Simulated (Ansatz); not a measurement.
## Relativity in CuI

```xyz
2
Lattice="0.0000 3.0395 3.0395 3.0395 0.0000 3.0395 3.0395 3.0395 0.0000" Properties=species:S:1:pos:R:3 pbc="T T T"
Cu    0.0000    0.0000    0.0000
I     1.5198    1.5198    1.5198
```

Atoms are numbered in the order listed.

The conventional cell has a = 6.079 Å, b = 6.079 Å, c = 6.079 Å, α = 90.00°, β = 90.00°, γ = 90.00°. Cu (atom 1) is surrounded by 4 I at 2.63 Å. Around I (atom 2) lie 4 Cu at 2.63 Å.

The cell was built from the zincblende type and relaxed in the same program, and has space group F-43m; it needn't be a known or the stable phase.

One fixed cell is solved with PBE by full-potential LAPW in Ansatz 0.2.0 under different relativistic treatments. Pressure is positive in compression.

The runs use a Γ-centred 12×12×12 k mesh, Fermi–Dirac smearing of 0.05 eV, basis error target 1 meV/atom, no spin polarisation.

```csv
setting,P (GPa),gap on the k mesh (eV)
scalar-relativistic,0.01,1.10
non-relativistic,0.81,?
with spin–orbit coupling,0.07,?
"scalar-relativistic, inner shells corrected to Dirac",0.01,1.10
```

(1) What belongs in the row "with spin–orbit coupling", column "gap on the k mesh (eV)"?

(2) Give the missing entry: row "non-relativistic", column "gap on the k mesh (eV)".

Results:

(1) 0.95.

(2) 2.08.
